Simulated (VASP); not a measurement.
# GaCo: Co into a neighbouring Co vacancy, part 3 of 5

Wanted: the minimum-energy path in GaCo for this move: Co into a neighbouring Co vacancy. The start is a cell from a database of measured crystal structures.

VASP 6.6.1, plane waves and PAW; the level of theory is named at each step.

So far. Step 2 (Relax the host): The run ended after 3 ionic steps, 0.075 eV below its first step, once forces and stress met EDIFFG = -0.02. Step 3 (Relax the host again, on a new basis): The start already met the threshold, so nothing moved.

### 4. Relax the start

This step: LDA, spin-polarised from a ferromagnetic start; plane waves and PAW (Ga, Co) (VASP 6.6.1).

System of this step: Ga16Co15. The cell holds 31 atoms: 16 Ga and 15 Co. Its edges and angles: a = 7.947 Å, b = 7.947 Å, c = 7.947 Å, α = 60.0°, β = 60.0°, γ = 60.0°. It derives from GaCo. Nearest the centre at fractional (-0.125, 0.125, 0.125): Co23 at 1.41 Å, Ga13 at 1.96 Å, Ga2 at 1.97 Å, Ga14 at 1.99 Å, Ga1 at 2.00 Å, Co26 at 3.11 Å, Co29 at 3.12 Å, Co18 at 3.13 Å.

A path needs two true minima; the start is relaxed with symmetry off.

Contents of INCAR:

```
SYSTEM = Ga16Co15
PREC = Normal
ENCUT = 280
EDIFF = 1E-05
NELM = 120
ISMEAR = 1
SIGMA = 0.15
LREAL = Auto
ALGO = Fast
GGA = CA
NBANDS = 132
ISPIN = 2
MAGMOM = 0 0 0 0 0 0 0 0 0 0 0 0 0 0 0 0 2 2 2 2 2 2 2 2 2 2 2 2 2 2 2
LASPH = .TRUE.
LMAXMIX = 4
LORBIT = 11
LWAVE = .FALSE.
LCHARG = .FALSE.
KPAR = 6
IBRION = 2
NSW = 60
ISIF = 2
EDIFFG = -0.05
POTIM = 0.4
MAXMIX = 40
ISYM = 0
```

Contents of POSCAR:

```
Ga16Co15
1.0
    0.0000000000      5.6194279104      5.6194279104
    5.6194279104      0.0000000000      5.6194279104
    5.6194279104      5.6194279104      0.0000000000
Ga Co
16 15
Direct
    0.1264351479      0.1247409045      0.1264890577
    0.6297244803      0.1218642030      0.1234977547
    0.1276384247      0.6236591181      0.1244298218
    0.1255000558      0.1264457401      0.6246011013
    0.3751626942      0.3731214040      0.3742574961
    0.6234845773      0.6254745454      0.1266567969
    0.6259482431      0.1240807355      0.6231363888
    0.8795847924      0.3739982211      0.3750208857
    0.1261520339      0.6232259380      0.6171248147
    0.3765182245      0.8742552418      0.3742421482
    0.3685803705      0.3800757026      0.8774618574
    0.6236955874      0.6286643089      0.6286060810
    0.8732798889      0.8773161318      0.3708544779
    0.8714060527      0.3761622882      0.8742257018
    0.3732721054      0.8763781438      0.8733654469
    0.8739924447      0.8742056222      0.8761342096
    0.5011002315      0.0000416936      0.0020715040
    0.0018657460      0.4963495883      0.0007382639
   -0.0018444597      0.0050991227      0.4980298813
    0.2472549076      0.2516278987      0.2483006938
    0.4986413224      0.4978629903      0.0023295641
    0.5014951842     -0.0031563839      0.4992151534
    0.7479984200      0.2461334120      0.2547047716
    0.0011971539      0.4977439239      0.5031614640
    0.2532325442      0.7476694925      0.2494447526
    0.2451544586      0.2495716299      0.7536168907
    0.5007821195      0.5019773209      0.4976311419
    0.7446264189      0.7511198987      0.2495692563
    0.7484975919      0.2492237300      0.7539217469
    0.2516283271      0.7500387619      0.7499575053
    0.7487283672      0.7509341311      0.7521844860
```

Contents of KPOINTS:

```
Automatic mesh
0
Gamma
3 3 3
0 0 0
```

Potentials, in the order of the species: Ga and Co (LDA family, release 64).

Command:

```
$ mpirun -np 6 vasp_std
```

Log:

```text
[banner, memory and clock lines left out]
running    6 mpi-ranks, on    1 nodes
 distrk:  each k-point on    1 cores,    6 groups
 distr:  one band on    1 cores,    1 groups

 POSCAR found type information on POSCAR GaCo
 POSCAR found :  2 types and      31 ions
 [... a notice as in an earlier step ...]

 LDA part: xc-table for (Slater(with rela. corr.)+CA(PZ))
 , standard interpolation
 POSCAR, INCAR and KPOINTS ok, starting setup
 FFT: planning ... GRIDC
 FFT: planning ... GRID_SOFT
 FFT: planning ... GRID
 WAVECAR not read
 entering main loop
       N       E                     dE             d eps       ncg     rms          rms(c)
DAV:   1     0.102067608986E+04    0.10207E+04   -0.48573E+04  7400   0.947E+02
DAV:   2    -0.102528928393E+03   -0.11232E+04   -0.10537E+04  7392   0.278E+02
DAV:   3    -0.200186357196E+03   -0.97657E+02   -0.87753E+02  8016   0.970E+01
DAV:   4    -0.203668492837E+03   -0.34821E+01   -0.34095E+01  8672   0.188E+01
DAV:   5    -0.203747727978E+03   -0.79235E-01   -0.79016E-01  9284   0.237E+00    0.454E+01
RMM:   6    -0.217121827589E+03   -0.13374E+02   -0.22513E+02  7392   0.630E+01    0.439E+01
RMM:   7    -0.194170794100E+03    0.22951E+02   -0.79492E+01  7392   0.413E+01    0.193E+01
RMM:   8    -0.202320807961E+03   -0.81500E+01   -0.13022E+01  7392   0.145E+01    0.366E+01
RMM:   9    -0.195762645908E+03    0.65582E+01   -0.93432E+00  7392   0.137E+01    0.193E+01
RMM:  10    -0.192817138032E+03    0.29455E+01   -0.21722E+00  7392   0.626E+00    0.623E+00
RMM:  11    -0.192906062291E+03   -0.88924E-01   -0.75977E-01  7392   0.313E+00    0.732E+00
RMM:  12    -0.192685620694E+03    0.22044E+00   -0.40709E-01  7392   0.267E+00    0.450E+00
RMM:  13    -0.192691246863E+03   -0.56262E-02   -0.25418E-01  7392   0.197E+00    0.435E+00
RMM:  14    -0.192595903050E+03    0.95344E-01   -0.11126E-01  7392   0.138E+00    0.206E+00
RMM:  15    -0.192582643370E+03    0.13260E-01   -0.49608E-02  7392   0.900E-01    0.160E+00
RMM:  16    -0.192576198417E+03    0.64450E-02   -0.18769E-02  7392   0.566E-01    0.122E+00
RMM:  17    -0.192568291300E+03    0.79071E-02   -0.73276E-03  7437   0.363E-01    0.376E-01
RMM:  18    -0.192569388519E+03   -0.10972E-02   -0.26891E-03  7645   0.184E-01    0.458E-01
RMM:  19    -0.192568051809E+03    0.13367E-02   -0.16494E-03  7403   0.172E-01    0.138E-01
RMM:  20    -0.192568228259E+03   -0.17645E-03   -0.51021E-04  7873   0.760E-02    0.193E-01
RMM:  21    -0.192568059294E+03    0.16896E-03   -0.25938E-04  7433   0.632E-02    0.718E-02
RMM:  22    -0.192568107727E+03   -0.48433E-04   -0.11625E-04  7205   0.367E-02    0.881E-02
RMM:  23    -0.192568070074E+03    0.37653E-04   -0.61078E-05  6625   0.318E-02    0.324E-02
RMM:  24    -0.192568085590E+03   -0.15516E-04   -0.27437E-05  5515   0.149E-02    0.320E-02
RMM:  25    -0.192568087091E+03   -0.15013E-05   -0.10699E-05  4607   0.128E-02
   1 F= -.19256809E+03 E0= -.19256778E+03  d E =-.192568E+03  mag=     0.3449
 curvature:   0.00 expect dE= 0.000E+00 dE for cont linesearch  0.000E+00
 trial: gam= 0.00000 g(F)=  0.338E+00 g(S)=  0.000E+00 ort = 0.000E+00 (trialstep = 0.100E+01)
 search vector abs. value=  0.338E+00
 bond charge predicted
       N       E                     dE             d eps       ncg     rms          rms(c)
DAV:   1    -0.192793697624E+03   -0.22561E+00   -0.17188E+01  7616   0.100E+01    0.136E+00
RMM:   2    -0.192808123606E+03   -0.14426E-01   -0.32930E-01  7392   0.238E+00    0.833E-01
RMM:   3    -0.192817120672E+03   -0.89971E-02   -0.67437E-02  7392   0.907E-01    0.110E+00
RMM:   4    -0.192810706214E+03    0.64145E-02   -0.23468E-02  7392   0.616E-01    0.338E-01
RMM:   5    -0.192812954470E+03   -0.22483E-02   -0.77653E-03  7420   0.333E-01    0.601E-01
RMM:   6    -0.192810554769E+03    0.23997E-02   -0.35863E-03  7392   0.262E-01    0.174E-01
RMM:   7    -0.192810426904E+03    0.12787E-03   -0.70050E-04  7439   0.932E-02    0.101E-01
RMM:   8    -0.192810516146E+03   -0.89242E-04   -0.41235E-04  7401   0.818E-02    0.147E-01
RMM:   9    -0.192810364946E+03    0.15120E-03   -0.17755E-04  7379   0.579E-02    0.230E-02
RMM:  10    -0.192810369937E+03   -0.49911E-05   -0.48048E-05  6838   0.203E-02
   2 F= -.19281037E+03 E0= -.19280815E+03  d E =-.242283E+00  mag=     0.1473
[...]
3 F= -.19286634E+03 E0= -.19286064E+03  d E =-.298256E+00  mag=     0.0057
[...]
4 F= -.19290404E+03 E0= -.19289701E+03  d E =-.377022E-01  mag=     0.0560
[...]
5 F= -.19291697E+03 E0= -.19290874E+03  d E =-.506314E-01  mag=     0.0849
[...]
6 F= -.19291710E+03 E0= -.19290873E+03  d E =-.507604E-01  mag=     0.0700
 curvature:  -1.32 expect dE=-0.752E-02 dE for cont linesearch -0.857E-06
 trial: gam= 0.13690 g(F)=  0.569E-02 g(S)=  0.000E+00 ort =-0.178E-03 (trialstep = 0.139E+01)
 search vector abs. value=  0.656E-02
 bond charge predicted
       N       E                     dE             d eps       ncg     rms          rms(c)
DAV:   1    -0.192921629052E+03   -0.45339E-02   -0.53648E-01  7440   0.178E+00    0.220E-01
RMM:   2    -0.192922066553E+03   -0.43750E-03   -0.94385E-03  7392   0.392E-01    0.128E-01
RMM:   3    -0.192922242269E+03   -0.17572E-03   -0.20858E-03  7392   0.139E-01    0.818E-02
RMM:   4    -0.192922240916E+03    0.13531E-05   -0.44794E-04  7392   0.879E-02    0.836E-02
RMM:   5    -0.192922235793E+03    0.51236E-05   -0.13358E-04  7419   0.402E-02    0.842E-02
RMM:   6    -0.192922200457E+03    0.35336E-04   -0.51899E-05  7052   0.287E-02    0.677E-02
RMM:   7    -0.192922168998E+03    0.31459E-04   -0.51112E-05  6994   0.224E-02    0.484E-02
RMM:   8    -0.192922157243E+03    0.11755E-04   -0.28782E-05  5453   0.168E-02    0.328E-02
RMM:   9    -0.192922155016E+03    0.22272E-05   -0.71084E-06  4294   0.954E-03
   7 F= -.19292216E+03 E0= -.19291407E+03  d E =-.505185E-02  mag=    -0.0227
 trial-energy change:   -0.005052  1 .order   -0.004954   -0.007868   -0.002040
 step:   1.8176(harm=  1.8742)  dis= 0.00738  next Energy=  -192.922473 (dE=-0.537E-02)
 reached required accuracy - stopping structural energy minimisation
```

It took 7.2 min on 6 MPI ranks of AMD EPYC 9R45, shared host; peak memory 2.8 GiB; 43 min of CPU time.

From OUTCAR (step 4):

```text
 Found     14 irreducible k-points:

   k-points           NKPTS =     14   k-points in BZ     NKDIM =     14   number of bands    NBANDS=    132

   dimension x,y,z NGX =    36 NGY =   36 NGZ =   36
   dimension x,y,z NGXF=    72 NGYF=   72 NGZF=   72

   ENCUT  =  280.0 eV  20.58 Ry    4.54 a.u.  10.84 10.84 10.84*2*pi/ulx,y,z

   NELECT =     183.0000    total number of electrons

 E-fermi :   7.8481

 spin component 1
 k-point     1 :       0.0000    0.0000    0.0000
  band No.  band energies     occupation
    ...
     89       7.3991      1.00010
     90       7.3994      1.00010
     91       7.7120      1.01268
     92       7.7565      0.92476
     93       7.7567      0.92411
     94       8.0130     -0.03259
     95       8.0131     -0.03261
     96       8.2003     -0.00223
     97       9.2991     -0.00000
     98      10.3580     -0.00000
    ...

 k-point     2 :       0.3333    0.0000    0.0000
  band No.  band energies     occupation
    ...
     88       7.1690      1.00000
     89       7.3446      1.00001
     90       7.3456      1.00001
     91       7.7840      0.82790
     92       7.7853      0.82246
     93       8.0152     -0.03325
     94       8.1310     -0.01136
     95       8.1321     -0.01112
     96       8.2772     -0.00020
     97       8.9728     -0.00000
    ...

 k-point     3 :       0.0000    0.3333    0.0000
  band No.  band energies     occupation
    ...
     88       7.1693      1.00000
     89       7.3446      1.00001
     90       7.3459      1.00001
     91       7.7836      0.82954
     92       7.7846      0.82542
     93       8.0151     -0.03325
     94       8.1315     -0.01124
     95       8.1320     -0.01113
     96       8.2770     -0.00020
     97       8.9721     -0.00000
    ...

 k-point     4 :       0.0000    0.0000    0.3333
  band No.  band energies     occupation
    ...
     88       7.1690      1.00000
     89       7.3444      1.00001
     90       7.3461      1.00001
     91       7.7835      0.82972
     92       7.7852      0.82282
     93       8.0151     -0.03325
     94       8.1303     -0.01151
     95       8.1329     -0.01095
     96       8.2772     -0.00020
     97       8.9729     -0.00000
    ...

  Total       -4.0215812     -4.0256353     -4.0309564     -0.0128272     -0.0125058      0.0080681
  in kB      -18.1552035    -18.1735055    -18.1975273     -0.0579078     -0.0564567      0.0364231
  external PRESSURE =     -18.1754121 kB  Pullay stress =       0.0000000 kB

  energy-cutoff  :      280.00
  volume of cell :      354.90
      direct lattice vectors                 reciprocal lattice vectors
     0.000000000  5.619427910  5.619427910    -0.088977029  0.088977029  0.088977029
     5.619427910  0.000000000  5.619427910     0.088977029 -0.088977029  0.088977029
     5.619427910  5.619427910  0.000000000     0.088977029  0.088977029 -0.088977029

 POSITION                                       TOTAL-FORCE (eV/Angst)
 -----------------------------------------------------------------------------------
      1.36593      1.36504      1.36184        -0.018169      0.001491      0.005550
      1.36132      4.25697      4.25353         0.025500     -0.003976     -0.000718
      4.25333      1.36051      4.25075         0.011309      0.022487      0.012663
      4.25764      4.25256      1.36028        -0.020608      0.015457      0.012190
      4.21154      4.21377      4.20555        -0.023512     -0.030430      0.002462
      4.20849      4.20896      7.02607        -0.007204     -0.003017      0.012384
      4.21343      7.02713      4.20523        -0.015976      0.004420      0.009342
      4.20946      7.02913      7.02636        -0.000424      0.008411      0.012397
      7.02856      4.20819      4.21080         0.001247     -0.011062     -0.021966
      7.02731      4.20667      7.02685         0.022293      0.006060      0.007809
      7.02998      7.02568      4.20841         0.003093      0.018896     -0.009864
      7.03148      7.03040      7.02660        -0.007820     -0.005641      0.003785
      6.98049      6.98428      9.87342         0.011043     -0.010729     -0.009640
      6.98668      9.87384      6.97985        -0.005716     -0.011340      0.002393
      9.87417      6.98269      6.98243         0.004632     -0.004212     -0.004200
      9.87380      9.87363      9.87251         0.008153     -0.002526     -0.005786
      5.62009      8.42791      2.80927        -0.002828      0.002564     -0.013539
      8.42760     11.23594      8.42604         0.012457      0.010381      0.004714
      8.42969      8.42618     11.23488        -0.002032      0.017575      0.020642
      2.80873      2.80999      2.81000         0.010639     -0.000072     -0.018348
      2.81289      2.80899      5.61340        -0.019402      0.008005      0.016499
      8.42801      5.62041      8.42643         0.006143     -0.020825     -0.000756
      2.84732      5.62429      5.61562         0.010662     -0.035695     -0.002796
      5.62005      8.42904      8.42710        -0.004890     -0.003834     -0.002235
      5.61333      2.84640      5.61783         0.029376      0.003321     -0.007081
      5.62337      5.61600      2.84238        -0.012361      0.016380      0.013808
      5.62046      5.61872      5.61867        -0.005406      0.006360     -0.001409
      5.61835      5.61963      8.38766         0.004286     -0.004822     -0.007198
      5.62154      8.39101      5.61681        -0.002950     -0.017214     -0.002463
      8.39185      5.61624      5.61864        -0.008265      0.005418      0.002541
      8.42975      8.42683      8.43085        -0.003272      0.018170     -0.031178
 -----------------------------------------------------------------------------------
    total drift:                                0.001753      0.015043      0.018748

  FREE ENERGIE OF THE ION-ELECTRON SYSTEM (eV)
  ---------------------------------------------------
  free  energy   TOTEN  =      -192.9221550160 eV

  energy  without entropy=     -192.8979079058  energy(sigma->0) =     -192.91407265

 total charge
# of ion       s       p       d       tot
------------------------------------------
    1        1.095   1.412   0.235   2.742
    2        1.095   1.411   0.234   2.740
    3        1.095   1.413   0.235   2.742
    4        1.095   1.411   0.234   2.740
    5        1.113   1.483   0.266   2.862
    6        1.112   1.483   0.266   2.862
    7        1.113   1.484   0.267   2.864
    8        1.113   1.483   0.266   2.862
    9        1.113   1.484   0.267   2.863
   10        1.112   1.482   0.266   2.861
   11        1.113   1.484   0.267   2.863
   12        1.113   1.483   0.266   2.862
   13        1.095   1.413   0.235   2.743
   14        1.095   1.412   0.235   2.742
   15        1.095   1.412   0.234   2.741
   16        1.095   1.413   0.235   2.743
   17        0.403   0.497   7.551   8.451
   18        0.403   0.497   7.552   8.452
   19        0.403   0.497   7.552   8.452
   20        0.406   0.482   7.540   8.428
   21        0.403   0.497   7.551   8.451
   22        0.403   0.496   7.551   8.450
   23        0.422   0.505   7.576   8.503
   24        0.403   0.497   7.551   8.451
   25        0.422   0.505   7.577   8.503
   26        0.422   0.505   7.578   8.504
   27        0.415   0.503   7.574   8.492
   28        0.422   0.505   7.577   8.503
   29        0.422   0.505   7.577   8.503
   30        0.422   0.505   7.577   8.503
   31        0.407   0.482   7.540   8.429
--------------------------------------------------
tot         23.837  30.639 117.431 171.907

 magnetization (x)
# of ion       s       p       d       tot
------------------------------------------
    1        0.000  -0.000   0.000  -0.000
    2        0.000  -0.000   0.000  -0.000
    3        0.000  -0.000   0.000  -0.000
    4        0.000  -0.000   0.000  -0.000
    5        0.000   0.000  -0.000   0.000
    6        0.000   0.000   0.000   0.000
    7        0.000   0.000   0.000   0.000
    8        0.000   0.000  -0.000   0.000
    9        0.000   0.000   0.000   0.000
   10        0.000   0.000  -0.000   0.000
   11        0.000   0.000  -0.000   0.000
   12        0.000   0.000  -0.000   0.000
   13        0.000  -0.000   0.000  -0.000
   14        0.000  -0.000   0.000  -0.000
   15        0.000  -0.000   0.000  -0.000
   16        0.000  -0.000   0.000  -0.000
   17       -0.000  -0.000  -0.001  -0.002
   18       -0.000  -0.000  -0.001  -0.001
   19       -0.000   0.000  -0.002  -0.002
   20        0.000   0.000   0.002   0.002
   21       -0.000   0.000  -0.002  -0.002
   22       -0.000  -0.000  -0.001  -0.001
   23       -0.000  -0.000  -0.003  -0.003
   24       -0.000  -0.000  -0.001  -0.002
   25       -0.000  -0.000  -0.003  -0.003
   26       -0.000  -0.000  -0.002  -0.002
   27        0.000  -0.000   0.000   0.000
   28       -0.000  -0.000  -0.002  -0.002
   29       -0.000  -0.000  -0.003  -0.003
   30       -0.000  -0.000  -0.003  -0.003
   31        0.000   0.000   0.002   0.002
--------------------------------------------------
tot         -0.000  -0.001  -0.019  -0.020

[... 1 part as in an earlier step ...]

[... 11 further parts left out ...]
```

Relaxation path:

```csv
step,energy less that of the first step (eV),largest force (eV/Å)
1,0.0000,0.8678
2,-0.2423,0.4685
3,-0.2983,0.3064
4,-0.3360,0.1879
5,-0.3489,0.1253
6,-0.3490,0.1314
7,-0.3541,0.0385
```

The atoms that moved most (Å):

```csv
atom,dx,dy,dz,length
Ga1,-0.046,-0.056,-0.050,0.088
Ga14,-0.040,0.064,-0.031,0.082
Ga3,0.049,-0.056,0.029,0.080
Ga4,0.037,0.037,-0.056,0.077
Ga16,0.038,0.039,0.049,0.073
Ga9,0.058,0.031,0.000,0.066
Co26,-0.014,0.003,0.062,0.064
Ga15,0.042,-0.023,-0.040,0.062
```

The relaxed structure:

```cif
data_structure
_symmetry_space_group_name_H-M 'P 1'
_symmetry_Int_Tables_number 1
_cell_length_a 7.9471
_cell_length_b 7.9471
_cell_length_c 7.9471
_cell_angle_alpha 60.000
_cell_angle_beta 60.000
_cell_angle_gamma 60.000
_cell_volume 354.90
loop_
_atom_site_label
_atom_site_type_symbol
_atom_site_fract_x
_atom_site_fract_y
_atom_site_fract_z
_atom_site_occupancy
Ga1 Ga 0.12109 0.12125 0.12182 1
Ga2 Ga 0.63611 0.12082 0.12143 1
Ga3 Ga 0.12082 0.63561 0.12128 1
Ga4 Ga 0.12058 0.12149 0.63618 1
Ga5 Ga 0.37440 0.37400 0.37546 1
Ga6 Ga 0.62520 0.62512 0.12380 1
Ga7 Ga 0.62452 0.12381 0.62598 1
Ga8 Ga 0.87607 0.37430 0.37479 1
Ga9 Ga 0.12372 0.62561 0.62515 1
Ga10 Ga 0.37426 0.87620 0.37434 1
Ga11 Ga 0.37407 0.37483 0.87618 1
Ga12 Ga 0.62511 0.62530 0.62598 1
Ga13 Ga 0.87885 0.87817 0.36404 1
Ga14 Ga 0.87794 0.36416 0.87915 1
Ga15 Ga 0.36400 0.87855 0.87860 1
Ga16 Ga 0.87841 0.87844 0.87864 1
Co17 Co 0.49979 0.00013 0.99999 1
Co18 Co 0.99960 0.49985 0.99988 1
Co19 Co 0.99933 0.99996 0.50014 1
Co20 Co 0.25014 0.24991 0.24991 1
Co21 Co 0.49912 0.49981 0.00076 1
Co22 Co 0.49995 0.99957 0.50023 1
Co23 Co 0.74675 0.25257 0.25412 1
Co24 Co 0.99975 0.49988 0.50023 1
Co25 Co 0.25366 0.74605 0.25286 1
Co26 Co 0.25225 0.25356 0.74714 1
Co27 Co 0.49978 0.50009 0.50010 1
Co28 Co 0.74642 0.74620 0.25361 1
Co29 Co 0.74619 0.25335 0.74703 1
Co30 Co 0.25297 0.74690 0.74647 1
Co31 Co 0.74989 0.75041 0.74970 1
```

Numbers from this step:

```
electronic cycles                                 : 67
electrons                                         : 183
free energy (TOTEN)                               : -192.9222 eV
energy at zero smearing                           : -192.9141 eV
Fermi energy                                      : 7.848 eV
moment of the cell, from the last line of the log : -0.0227 μB
```

Spin moment in the PAW sphere by element, in μB:

```csv
element,atoms,mean,spread (r.m.s.),least,largest
Ga,16,0.0000,0.0000,0.0000,0.0000
Co,15,-0.0015,0.0016,-0.0030,0.0020
```

The atoms nearest the centre:

```csv
atom,distance (Å),spin moment in the PAW sphere (μB)
Co23,1.44,-0.0030
Ga14,1.93,0.0000
Ga1,1.93,0.0000
Ga2,1.93,0.0000
Ga13,1.93,0.0000
Co18,3.14,-0.0010
Co19,3.14,-0.0020
Co22,3.14,-0.0010
Co21,3.14,-0.0020
Co26,3.17,-0.0020
Co29,3.17,-0.0030
Co25,3.18,-0.0030
Co28,3.18,-0.0020
Ga4,3.37,0.0000
```

The run ended after 7 ionic steps, 0.354 eV below its first step, once the forces on the free atoms met EDIFFG = -0.05.

(Part 3 of 5 ends here.)

[Lines on the potential files, build, host, timing and source positions are cut from VASP's logs without a mark.]

[Logs are printed without paths, hosts, clocks, repeated set-up lines and the standing remarks that a program may print on its own settings, such as how far it seeks lower states.]

[Hosts, paths, dates, database ids (printed as entryN), source tags and the programs' standing remarks are cut or masked in the printed files.]

[Runs that stopped without an error message from VASP are left out.]
